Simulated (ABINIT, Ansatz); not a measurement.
# KBr (Fm-3m): G0W0 with ABINIT, start to end

Aim: the G0W0 gap of KBr (Fm-3m) on PBE, step by step.

Main program and level: ABINIT 10.8.3; PBE and many-body steps on it, plane waves.

**1. Set-up**

Symmetry: Fm-3m, No. 225, cubic system. Conventional cell: a = 6.600 Å, b = 6.600 Å, c = 6.600 Å, α = 90.00°, β = 90.00°, γ = 90.00°. K has 6 Br at 3.30 Å nearest. Br has 6 K at 3.30 Å nearest. Farther neighbours and most contacts between anions are not listed.

The cell and positions come from the Crystallography Open Database and are kept as given unless a step says otherwise.

**2. Ground state**

This step: ABINIT 10.8.3; DFT, PBE, plane waves, norm-conserving pseudopotentials.

The ground-state density comes first.

Contents of run.abi:

```
acell 3*1.0 Angstrom
rprim 
  0.000000000000 3.300000000000 3.300000000000
  3.300000000000 0.000000000000 3.300000000000
  3.300000000000 3.300000000000 0.000000000000
ntypat 2
znucl 19 35
natom 2
typat 1 2
xred 
  0.000000000000 0.000000000000 0.000000000000
  0.500000000000 0.500000000000 0.500000000000
pp_dirpath "pseudos"
pseudos "K.upf, Br.upf"
ecut 33
ngkpt 6 6 6
nshiftk 1
shiftk 0 0 0
kptopt 1
chksymbreak 0
nband 13
occopt 1
tolvrs 1e-10
nstep 60
prtwf 0
optforces 0
optstress 0
indata_prefix "in"
outdata_prefix "out"
tmpdata_prefix "tmp"
```

The run is started by

```sh
$ OMP_NUM_THREADS=1 mpirun -n 4 abinit run.abi > log
```

Numbers of over 12 decimals in the logs are rounded to 6 here.

Output:

```text
.Version 10.8.3 of ABINIT. v10.8.2 released Aug 2026.

 Symmetries : space group Fm -3 m (#225); Bravais cF (face-center cubic)
================================================================================
 Values of the parameters that define the memory need of the present run
     intxc =       0    ionmov =       0      iscf =       7    lmnmax =       6
     lnmax =       6     mgfft =      48  mpssoang =       3    mqgrid =    3001
     natom =       2  nloc_mem =       1    nspden =       1   nspinor =       1
    nsppol =       1      nsym =      48    n1xccc =    2501    ntypat =       2
    occopt =       1   xclevel =       2
-    mband =          13        mffmem =           1         mkmem =           4
       mpw =        4419          nfft =      110592          nkpt =          16
================================================================================
  Rough estimation (10% accuracy) of disk space for files :
================================================================================

--------------------------------------------------------------------------------
------------- Echo of variables that govern the present computation ------------
--------------------------------------------------------------------------------
 -outvars: echo values of preprocessed input variables --------
            acell      1.8897261259E+00  1.8897261259E+00  1.8897261259E+00 Bohr

      chksymbreak           0
             ecut      3.30000000E+01 Hartree
-          fftalg         312

              ixc     -101130
              kpt      0.00000000E+00  0.00000000E+00  0.00000000E+00
                       1.66666667E-01  0.00000000E+00  0.00000000E+00
                       3.33333333E-01  0.00000000E+00  0.00000000E+00
                       5.00000000E-01  0.00000000E+00  0.00000000E+00
                       1.66666667E-01  1.66666667E-01  0.00000000E+00
                       3.33333333E-01  1.66666667E-01  0.00000000E+00
                       5.00000000E-01  1.66666667E-01  0.00000000E+00
                      -3.33333333E-01  1.66666667E-01  0.00000000E+00
                      -1.66666667E-01  1.66666667E-01  0.00000000E+00
   [... 5 further rows ...]
                      -3.33333333E-01  3.33333333E-01  1.66666667E-01
                      -3.33333333E-01  5.00000000E-01  1.66666667E-01
         kptrlatt        6    0    0      0    6    0      0    0    6
          kptrlen      5.29150311E+01
P           mkmem           4
            natom           2
            nband          13
            ngfft          48      48      48
             nkpt          16
            nstep          60
             nsym          48
           ntypat           2
              occ      2.000000  2.000000  2.000000  2.000000  2.000000  2.000000
                       2.000000  2.000000  0.000000  0.000000  0.000000  0.000000
                       0.000000
        optforces           0
        optstress           0
            prtwf           0
            rprim      0.0000000000E+00  3.3000000000E+00  3.3000000000E+00
[...]
spgroup         225

           tolvrs      1.00000000E-10

             xred      0.0000000000E+00  0.0000000000E+00  0.0000000000E+00
[...]
znucl       19.00000   35.00000

================================================================================

 chkinp: Checking input parameters for consistency.

================================================================================
== DATASET  1 ==================================================================
-   mpi_nproc: 4, omp_nthreads: 1 (-1 if OMP is not activated)

--- !DatasetInfo
iteration_state: {dtset: 1, }
dimensions: {natom: 2, nkpt: 16, mband: 13, nsppol: 1, nspinor: 1, nspden: 1, mpw: 4419, }
cutoff_energies: {ecut:  33.0, pawecutdg:  -1.0, }
electrons: {nelect:   1.60000000E+01, charge:   0.00000000E+00, occopt:   1.00000000E+00, tsmear:   1.00000000E-02, }

 Real(R)+Recip(G) space primitive vectors, cartesian coordinates (Bohr,Bohr^-1):
 R(1)=  0.0000000  6.2360962  6.2360962  G(1)= -0.0801784  0.0801784  0.0801784
 R(2)=  6.2360962  0.0000000  6.2360962  G(2)=  0.0801784 -0.0801784  0.0801784
 R(3)=  6.2360962  6.2360962  0.0000000  G(3)=  0.0801784  0.0801784 -0.0801784
 Unit cell volume ucvol=  4.8502979E+02 bohr^3
 Angles (23,13,12)=  6.00000000E+01  6.00000000E+01  6.00000000E+01 degrees

 getcut: wavevector=  0.0000  0.0000  0.0000  ngfft=  48  48  48
         ecut(hartree)=     33.000   => boxcut(ratio)=   2.10471

--- Pseudopotential description ------------------------------------------------
- K Generated using ONCVPSP code by D. R. Hamann
- 19.00000   9.00000  171031                  znucl, zion, pspdat
12 -101130 2 -1 2222                          pspcod,pspxc,lmax,lloc,mmax
     nproj     2     2     2
  pspatm : epsatm=    8.42413758
         --- l  ekb(1:nproj) -->
[...]
pspatm: atomic psp has been read  and splines computed

- Br Generated using ONCVPSP code by D. R. Hamann
- 35.00000   7.00000  171031                  znucl, zion, pspdat
12 -101130 2 -1 1098                          pspcod,pspxc,lmax,lloc,mmax
     nproj     2     2     2
  pspatm : epsatm=   11.64859065
         --- l  ekb(1:nproj) -->
[...]
2    2.589748    0.385882
 pspatm: atomic psp has been read  and splines computed

   3.21163652E+02                                ecore*ucvol(ha*bohr**3)
--------------------------------------------------------------------------------

_setup2: Arith. and geom. avg. npw (full set) are    4389.931    4389.903

================================================================================

--- !BeginCycle
iteration_state: {dtset: 1, }
solver: {iscf: 7, nstep: 60, nline: 4, wfoptalg: 0, }
tolerances: {tolvrs: 1.00E-10, }

     iter   Etot(hartree)      deltaE(h)  residm     vres2
 ETOT  1  -45.896533002083    -4.590E+01 2.902E-02 1.113E+02
 ETOT  2  -45.917749475748    -2.122E-02 1.194E-02 4.889E+00
 ETOT  3  -45.918052836450    -3.034E-04 3.477E-03 6.350E-01
 ETOT  4  -45.918064335551    -1.150E-05 1.884E-03 5.653E-02
 ETOT  5  -45.918065412445    -1.077E-06 5.376E-04 2.635E-04
 ETOT  6  -45.918065424610    -1.216E-08 5.991E-04 1.038E-05
 ETOT  7  -45.918065425260    -6.495E-10 2.477E-04 2.974E-07
 ETOT  8  -45.918065425275    -1.570E-11 2.684E-04 1.420E-08
 ETOT  9  -45.918065425280    -4.576E-12 1.316E-04 3.562E-10
 ETOT 10  -45.918065425279     7.176E-13 1.368E-04 4.176E-12

 At SCF step   10       vres2   =  4.18E-12 < tolvrs=  1.00E-10 =>converged.

--- !ResultsGS
iteration_state: {dtset: 1, }
comment   : Summary of ground state results
lattice_vectors:
- [  0.0000000,   6.2360962,   6.2360962, ]
- [  6.2360962,   0.0000000,   6.2360962, ]
- [  6.2360962,   6.2360962,   0.0000000, ]
lattice_lengths: [   8.81917,    8.81917,    8.81917, ]
lattice_angles: [ 60.000,  60.000,  60.000, ] # degrees, (23, 13, 12)
lattice_volume:   4.8502979E+02
convergence: {deltae:  7.176E-13, res2:  4.176E-12, residm:  1.368E-04, diffor:  0.000E+00, }
etotal    :  -4.59180654E+01
entropy   :   0.00000000E+00
fermie    :  -3.52625943E-04
cartesian_stress_tensor: null
pressure_GPa: null
xred      :
- [  0.0000E+00,   0.0000E+00,   0.0000E+00,  K]
- [  5.0000E-01,   5.0000E-01,   5.0000E-01, Br]
cartesian_forces: null
force_length_stats: {min: null, max: null, mean: null, }

 Integrated electronic density in atomic spheres:
 ------------------------------------------------
 Atom  Sphere_radius  Integrated_density
    1        2.00000          6.94495158
    2        2.00000          4.26138396
================================================================================

 ----iterations are completed or convergence reached----

 Mean square residual over all n,k,spin=   19.356E-07; max=  13.676E-05
 reduced coordinates (array xred) for    2 atoms
       0.000000000000      0.000000000000      0.000000000000
       0.500000000000      0.500000000000      0.500000000000
 rms dE/dt=  0.0000E+00; max dE/dt=  0.0000E+00; dE/dt below (all hartree)
    1       0.000000000000      0.000000000000      0.000000000000
    2       0.000000000000      0.000000000000      0.000000000000

 cartesian coordinates (angstrom) at end:
    1      0.000000     0.000000     0.000000
    2      3.300000     3.300000     3.300000
 length scales=  1.889726125908  1.889726125908  1.889726125908 bohr
              =  1.000000000000  1.000000000000  1.000000000000 angstroms
 prteigrs : about to open file out_EIG
 Fermi (or HOMO) energy (hartree) =  -0.00035   Average Vxc (hartree)=  -0.27531
 Eigenvalues (hartree) for nkpt=  16  k points:
 kpt#   1, nband= 13, wtk=  0.00463, kpt=  0.0000  0.0000  0.0000 (reduced coord)
  -1.02119   -0.45217   -0.41398   -0.41398   -0.41398   -0.00035   -0.00035   -0.00035
   0.16266    0.27924    0.27924    0.27924    0.30932
 prteigrs : prtvol=0 or 1, do not print more k-points.

--- !EnergyTerms
iteration_state     : {dtset: 1, }
comment             : Components of total free energy in Hartree
kinetic             :  1.47106268478858E+01
hartree             :  9.64140982858140E+00
xc                  : -1.16279806293620E+01
Ewald energy        : -2.93989375638298E+01
psp_core            :  6.62152419120556E-01
local_psp           : -3.62980512104498E+01
non_local_psp       :  6.39271488277461E+00
total_energy        : -4.59180654252792E+01
total_energy_eV     : -1.24949421395550E+03
band_energy         : -5.54150272413992E+00

== END DATASET(S) ==============================================================
================================================================================

 -outvars: echo values of variables after computation  --------
           etotal     -4.5918065425E+01
            nband          13
             nkpt          16
          spgroup         225
 [... the other variables as echoed above ...]

 Calculation completed.
```

Elapsed: 9 s, on 4 MPI ranks of Arm Neoverse V2, shared host; peak memory 0.34 GiB.

Numbers from this step:

- total energy: -1249.4942 eV
- gap: 4.436 eV
- k of the valence top: 0, 0, 0
- k of the conduction bottom: 0, 0, 0
- least direct gap: 4.436 eV

The gap is direct, at Γ.

**3. Bands along the symmetry lines**

The cheap functional maps the bands first; the places of the edges decide which points the dearer methods must see.

Contents of run.abi:

```
acell 3*1.0 Angstrom
rprim 
  0.000000000000 3.300000000000 3.300000000000
  3.300000000000 0.000000000000 3.300000000000
  3.300000000000 3.300000000000 0.000000000000
ntypat 2
znucl 19 35
natom 2
typat 1 2
xred 
  0.000000000000 0.000000000000 0.000000000000
  0.500000000000 0.500000000000 0.500000000000
pp_dirpath "pseudos"
pseudos "K.upf, Br.upf"
ecut 33
iscf -2
irdden 1
kptopt 0
nkpt 50
kpt 
  0.00000000 0.00000000 0.00000000
  0.06250000 0.00000000 0.06250000
  0.12500000 0.00000000 0.12500000
  0.18750000 0.00000000 0.18750000
  0.25000000 0.00000000 0.25000000
  0.31250000 0.00000000 0.31250000
  0.37500000 0.00000000 0.37500000
  0.43750000 0.00000000 0.43750000
  0.50000000 0.00000000 0.50000000
  0.51562500 0.03125000 0.51562500
  0.53125000 0.06250000 0.53125000
  0.54687500 0.09375000 0.54687500
  0.56250000 0.12500000 0.56250000
  0.57812500 0.15625000 0.57812500
  0.59375000 0.18750000 0.59375000
  0.60937500 0.21875000 0.60937500
  0.62500000 0.25000000 0.62500000
  0.37500000 0.37500000 0.75000000
  0.32812500 0.32812500 0.65625000
  0.28125000 0.28125000 0.56250000
  0.23437500 0.23437500 0.46875000
  0.18750000 0.18750000 0.37500000
  0.14062500 0.14062500 0.28125000
  0.09375000 0.09375000 0.18750000
  0.04687500 0.04687500 0.09375000
  0.00000000 0.00000000 0.00000000
  0.06250000 0.06250000 0.06250000
  0.12500000 0.12500000 0.12500000
  0.18750000 0.18750000 0.18750000
  0.25000000 0.25000000 0.25000000
  0.31250000 0.31250000 0.31250000
  0.37500000 0.37500000 0.37500000
  0.43750000 0.43750000 0.43750000
  0.50000000 0.50000000 0.50000000
  0.50000000 0.46875000 0.53125000
  0.50000000 0.43750000 0.56250000
  0.50000000 0.40625000 0.59375000
  0.50000000 0.37500000 0.62500000
  0.50000000 0.34375000 0.65625000
  0.50000000 0.31250000 0.68750000
  0.50000000 0.28125000 0.71875000
  0.50000000 0.25000000 0.75000000
  0.50000000 0.21875000 0.71875000
  0.50000000 0.18750000 0.68750000
  0.50000000 0.15625000 0.65625000
  0.50000000 0.12500000 0.62500000
  0.50000000 0.09375000 0.59375000
  0.50000000 0.06250000 0.56250000
  0.50000000 0.03125000 0.53125000
  0.50000000 0.00000000 0.50000000
istwfk *1
nband 15
nbdbuf 2
tolwfr 1e-08
nstep 40
prtwf 0
prtvol 0
indata_prefix "in"
outdata_prefix "out"
tmpdata_prefix "tmp"
```

Output:

```text
.Version 10.8.3 of ABINIT. v10.8.2 released Aug 2026.

 Symmetries : space group Fm -3 m (#225); Bravais cF (face-center cubic)
[... echo of the input left out ...]
== DATASET  1 ==================================================================
-   mpi_nproc: 4, omp_nthreads: 1 (-1 if OMP is not activated)

--- !DatasetInfo
iteration_state: {dtset: 1, }
dimensions: {natom: 2, nkpt: 50, mband: 15, nsppol: 1, nspinor: 1, nspden: 1, mpw: 4477, }
cutoff_energies: {ecut:  33.0, pawecutdg:  -1.0, }
electrons: {nelect:   1.60000000E+01, charge:   0.00000000E+00, occopt:   1.00000000E+00, tsmear:   1.00000000E-02, }

 Real(R)+Recip(G) space primitive vectors, cartesian coordinates (Bohr,Bohr^-1):
 R(1)=  0.0000000  6.2360962  6.2360962  G(1)= -0.0801784  0.0801784  0.0801784
 R(2)=  6.2360962  0.0000000  6.2360962  G(2)=  0.0801784 -0.0801784  0.0801784
 R(3)=  6.2360962  6.2360962  0.0000000  G(3)=  0.0801784  0.0801784 -0.0801784
 Unit cell volume ucvol=  4.8502979E+02 bohr^3
 Angles (23,13,12)=  6.00000000E+01  6.00000000E+01  6.00000000E+01 degrees

 getcut: wavevector=  0.0000  0.0000  0.0000  ngfft=  48  48  48
         ecut(hartree)=     33.000   => boxcut(ratio)=   2.10471

--- Pseudopotential description ------------------------------------------------
- K Generated using ONCVPSP code by D. R. Hamann
- 19.00000   9.00000  171031                  znucl, zion, pspdat
12 -101130 2 -1 2222                          pspcod,pspxc,lmax,lloc,mmax
     nproj     2     2     2
  pspatm : epsatm=    8.42413758
         --- l  ekb(1:nproj) -->
             0   10.871123    0.806704
             1    4.379001    0.553647
             2   -3.405842   -1.029115
 pspatm: atomic psp has been read  and splines computed

- Br Generated using ONCVPSP code by D. R. Hamann
- 35.00000   7.00000  171031                  znucl, zion, pspdat
12 -101130 2 -1 1098                          pspcod,pspxc,lmax,lloc,mmax
     nproj     2     2     2
  pspatm : epsatm=   11.64859065
         --- l  ekb(1:nproj) -->
[...]
pspatm: atomic psp has been read  and splines computed

--------------------------------------------------------------------------------

================================================================================
 prteigrs : about to open file out_EIG
 Non-SCF case, kpt    1 (  0.00000  0.00000  0.00000), residuals and eigenvalues=
  3.99E-09  7.97E-09  2.33E-09  3.70E-09  8.22E-09  3.70E-09  5.31E-09  6.01E-09
  5.68E-09  4.22E-09  6.53E-09  8.10E-09  3.46E-09  7.47E-09  2.30E-08
 -1.0212E+00 -4.5217E-01 -4.1398E-01 -4.1398E-01 -4.1398E-01 -3.5263E-04
 -3.5263E-04 -3.5263E-04  1.6266E-01  2.7924E-01  2.7924E-01  2.7924E-01
[...]
Non-SCF case, kpt    2 (  0.06250  0.00000  0.06250), residuals and eigenvalues=
  7.31E-09  2.21E-09  3.06E-09  8.49E-09  3.73E-09  5.15E-09  2.93E-09  7.07E-09
[...]
2.69E-09  3.86E-09  4.71E-09  5.47E-09  4.86E-09  4.97E-09  4.35E-09  7.71E-09
  9.78E-09  8.46E-09  5.05E-09  5.72E-09  5.43E-09  6.40E-09  4.33E-07
[...]
Non-SCF case, kpt   49 (  0.50000  0.03125  0.53125), residuals and eigenvalues=
[...]
Non-SCF case, kpt   50 (  0.50000  0.00000  0.50000), residuals and eigenvalues=
[...]
-1.0209E+00 -4.4859E-01 -4.1730E-01 -4.1530E-01 -4.1530E-01 -3.0181E-02
 -1.0823E-02 -1.0823E-02  2.1537E-01  2.6434E-01  3.4341E-01  3.4894E-01
[...]
--- !ResultsGS
iteration_state: {dtset: 1, }
comment   : Summary of ground state results
lattice_vectors:
- [  0.0000000,   6.2360962,   6.2360962, ]
- [  6.2360962,   0.0000000,   6.2360962, ]
- [  6.2360962,   6.2360962,   0.0000000, ]
lattice_lengths: [   8.81917,    8.81917,    8.81917, ]
lattice_angles: [ 60.000,  60.000,  60.000, ] # degrees, (23, 13, 12)
lattice_volume:   4.8502979E+02
convergence: {deltae:  0.000E+00, res2:  0.000E+00, residm:  9.978E-09, diffor:  0.000E+00, }
etotal    :  -4.59180654E+01
entropy   :   0.00000000E+00
fermie    :  -3.52625943E-04
cartesian_stress_tensor: null
pressure_GPa: null
xred      :
- [  0.0000E+00,   0.0000E+00,   0.0000E+00,  K]
- [  5.0000E-01,   5.0000E-01,   5.0000E-01, Br]
cartesian_forces: null
force_length_stats: {min: null, max: null, mean: null, }

 Integrated electronic density in atomic spheres:
 ------------------------------------------------
 Atom  Sphere_radius  Integrated_density
[...]
================================================================================

 ----iterations are completed or convergence reached----

 Mean square residual over all n,k,spin=   61.973E-10; max=  99.776E-10
 reduced coordinates (array xred) for    2 atoms
       0.000000000000      0.000000000000      0.000000000000
       0.500000000000      0.500000000000      0.500000000000

 cartesian coordinates (angstrom) at end:
    1      0.000000     0.000000     0.000000
    2      3.300000     3.300000     3.300000
 length scales=  1.889726125908  1.889726125908  1.889726125908 bohr
              =  1.000000000000  1.000000000000  1.000000000000 angstroms
 prteigrs : about to open file out_EIG
 Eigenvalues (hartree) for nkpt=  50  k points:
 kpt#   1, nband= 15, wtk=  1.00000, kpt=  0.0000  0.0000  0.0000 (reduced coord)
[...]
kpt#   2, nband= 15, wtk=  1.00000, kpt=  0.0625  0.0000  0.0625 (reduced coord)
[...]
kpt#   3, nband= 15, wtk=  1.00000, kpt=  0.1250  0.0000  0.1250 (reduced coord)
[...]
kpt#  49, nband= 15, wtk=  1.00000, kpt=  0.5000  0.0313  0.5313 (reduced coord)
  -1.02093   -0.44874   -0.41728   -0.41532   -0.41510   -0.03004   -0.01119   -0.01107
   0.21637    0.26555    0.34414    0.34666    0.35382    0.39343    0.39460
 kpt#  50, nband= 15, wtk=  1.00000, kpt=  0.5000  0.0000  0.5000 (reduced coord)
  -1.02093   -0.44859   -0.41730   -0.41530   -0.41530   -0.03018   -0.01082   -0.01082
   0.21537    0.26434    0.34341    0.34894    0.35447    0.39339    0.39339

== END DATASET(S) ==============================================================
================================================================================

 -outvars: echo values of variables after computation  --------
            nband          15
             nkpt          50
          spgroup         225
 [... the other variables as echoed above ...]

 Calculation completed.
```

Run time: 19 s. Hardware: 4 MPI ranks; peak memory 0.31 GiB; 76 s of CPU time.

This step gave:

* gap: 4.436 eV
* k of the valence top: 0, 0, 0
* k of the conduction bottom: 0, 0, 0
* least direct gap: 4.436 eV

The gap is 4.436 eV, as in the run before at this level.

Electronic bands along the path, in eV, zero at the top of the highest filled band; v1 is the highest filled band, c1 the lowest empty one:

```
    point      v4     v3     v2     v1    c1    c2    c3    c4
        Γ  -11.26   0.00   0.00   0.00  4.44  7.61  7.61  7.61
  halfway  -11.17  -0.71  -0.16  -0.16  5.90  6.54  8.84  9.04
        X  -11.29  -0.81  -0.28  -0.28  5.87  7.20  9.35  9.50
  halfway  -11.26  -0.78  -0.40  -0.30  6.08  7.46  9.12  9.51
        U  -11.18  -0.69  -0.64  -0.33  6.59  8.16  8.46  9.16
jump to K  -11.18  -0.69  -0.64  -0.33  6.59  8.16  8.46  9.16
  halfway  -11.10  -0.78  -0.24  -0.24  6.16  7.28  8.38  8.88
        Γ  -11.26   0.00   0.00   0.00  4.44  7.61  7.61  7.61
  halfway  -11.12  -0.67  -0.17  -0.17  5.69  7.49  8.31  8.31
        L  -11.01  -1.18  -0.33  -0.33  6.59  8.23  9.74  9.74
  halfway  -11.09  -0.96  -0.47  -0.36  7.02  7.80  8.89  9.31
        W  -11.16  -0.59  -0.59  -0.54  7.39  7.39  8.26  8.99
  halfway  -11.22  -0.75  -0.41  -0.38  6.29  7.66  8.73  9.39
        X  -11.29  -0.81  -0.28  -0.28  5.87  7.20  9.35  9.50
```

The electronic bands as a text plot (rows in eV, shown from -8.0 to 8.4 only):

```
    8.1 |+ ++            +++    +++++ ++ ++++  ++++++++  ++++
    7.4 |++++      ++++++   +++++++++++++++++++        +++++ ++++
    6.7 |    ++++++      +++  ++               ++++++++     +
    6.0 |     +++++++++++       +            ++              ++++
    5.3 |    +                   ++        ++
    4.7 |++++                      ++++++++
    4.0 |
    3.3 |
    2.6 |
    1.9 |
    1.2 |
    0.6 |
   -0.1 |************************************************    ****
   -0.8 |    **********************         *****   *************
   -1.5 |                                        ***
   -2.2 |
   -2.9 |
   -3.6 |
   -4.2 |
   -4.9 |
   -5.6 |
   -6.3 |
   -7.0 |
   -7.7 |
         Γ           X  U|K            Γ         L        W     X
```

(Continued in part 2 of 2.)

[Paths, hosts, dates, memory and timing lines, banners, echoed tables and standing remarks are left out of the program output.]

[Logs are printed without paths, hosts, clocks, repeated set-up lines and the standing remarks that a program may print on its own settings, such as how far it seeks lower states.]

[Runs of the session that timed out or met a known fault of the program may be left out.]

[Hosts, paths, dates, database ids (printed as entryN), source tags and the programs' standing remarks are cut or masked in the printed files.]

[G0W0 gaps are taken among the corrected bands and points alone; a level outside them can change the order at an edge.]

[Where Ansatz stands beside ABINIT at settings called matched, ABINIT's density can come from a denser mesh and the files from another edition; pairs whose starting gaps differed by over 0.03 eV were left out, so agreement reads better than it is.]
